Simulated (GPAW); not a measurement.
Runs of GPAW 26.7.0 on SnSe2. Symmetry: P-3m1, No. 164, trigonal system. The conventional cell has a = 3.811 Å, b = 3.811 Å, c = 6.136 Å, α = 90.00°, β = 90.00°, γ = 120.00°. Around Sn (site symmetry -3m) lie 6 Se at 2.68 Å. Se (site symmetry 3m) is surrounded by 3 Sn at 2.68 Å. 

```csv
task,level,potentials or basis,spin,cell,k mesh,cutoff (eV),maxiter,hybrids on these orbitals,oneshot functional,band path,band points,mesh quality,gap on the mesh (eV),pressure (GPa),largest force (eV/Å)
one-shot levels of the hybrid HSE06,LDA,"the program's PAW data sets (release 1.2.1) made for this functional, pw",off,as given,5 × 5 × 3,500,150,"["HSE06", "YS-PBE0", "B3LYP"]",HSE06,-,-,coarse,0.66,0.4,0.40
single point,PBE0-1/3,"GPAW PAW data sets (gpaw-data 1.2.1), pw",off,as given,4 × 4 × 2,450,60,-,-,-,-,coarse,(a),-,-
band structure,TASK,"GPAW PAW data sets (gpaw-data 1.2.1), pw","SOC, no magnetisation",as given,6 × 6 × 3,600,150,-,-,"GMKGALHA,LM,KH",80,not flagged,1.44,8.4,(d)
band structure,vdW-DF-cx,"GPAW PAW data sets (gpaw-data 1.2.1), pw","SOC, no magnetisation",as given,6 × 6 × 3,600,150,-,-,"GMKGALHA,LM,KH",100,not flagged,0.68,-,(b)
single point,PBEsol0,"GPAW PAW data sets (gpaw-data 1.2.1), pw",off,as given,3 × 3 × 2,450,60,-,-,-,-,coarse,2.52,-,0.06
relaxation of cell and atoms,SOGGA,"PAW data sets generated in the run's folder for this functional, pw",off,relaxed,6 × 6 × 3,600,150,-,-,-,-,not flagged,(c),-0.2,0.02
```

Alike in all rows: smearing fermi-dirac 0.05 eV.

Q: Fill in the values left out.

A: (a) 2.79; (b) 0.81; (c) 0.62; (d) 0.37.

Caveats: some runs use coarse meshes; spin-orbit coupling is left out, which moves the levels of the heavy elements (some runs); the PAW data sets were made with another functional, which shifts forces and pressure a little (some runs); an odd mesh through Γ misses points on the zone boundary, where band edges often lie (some runs); exact exchange converges slowly with the k mesh, and this mesh is small (some runs); spin-orbit coupling was added after a scalar SCF, so levels and gaps hold it while energy, forces, pressure and moments don't (some runs); this program's spin-orbit splittings come out too wide for heavy elements (some runs); the cutoff is short for stress and forces, so pressures can be off by a GPa or more (some runs).

A k mesh can miss the band edges, and rows without SOC leave out spin-orbit coupling on Se, Sn.
